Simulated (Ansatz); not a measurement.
Crystal: GaSb.

```
Sb Ga
1.0
     0.00000    3.05900    3.05900
     3.05900    0.00000    3.05900
     3.05900    3.05900    0.00000
Sb Ga
1 1
Direct
  0.75000 0.75000 0.75000
  0.00000 0.00000 0.00000
```

* Program: Ansatz 0.2.0
* Task: relaxation of cell and atoms
* Functional: PBEsol
* Dispersion: D3(BJ)
* Potentials or basis: all-electron LAPW, scalar-relativistic
* Basis error allowed: 0.001 eV/atom
* k mesh: 8 × 8 × 8
* Occupations: fermi-dirac, width 0.05 eV
* Spin: no spin polarisation

At the start: volume 28.62 Å³/atom.

Task: How do energy, volume and symmetry change on relaxing?

Result: Over 5 steps the energy falls by 6.6 meV/atom and the volume is 27.56 Å³/atom (-3.7 %); space group F-43m (No. 216, to 0.05 Å).

The path:
| step | energy change (eV) | largest force (eV/Å) | volume (Å³) |
| --- | --- | --- | --- |
| 1 | 0.0000 | 0.0000 | 57.25 |
| 2 | -0.0118 | 0.0000 | 54.45 |
| 3 | -0.0133 | 0.0000 | 55.18 |
| 4 | -0.0133 | 0.0000 | 55.12 |
| 5 | -0.0133 | 0.0000 | 55.12 |

Final structure:
```
Sb Ga
1.0
     0.00000    3.02068    3.02068
     3.02068    0.00000    3.02068
     3.02068    3.02068    0.00000
Sb Ga
1 1
Direct
  0.75000 0.75000 0.75000
  0.00000 0.00000 0.00000
```
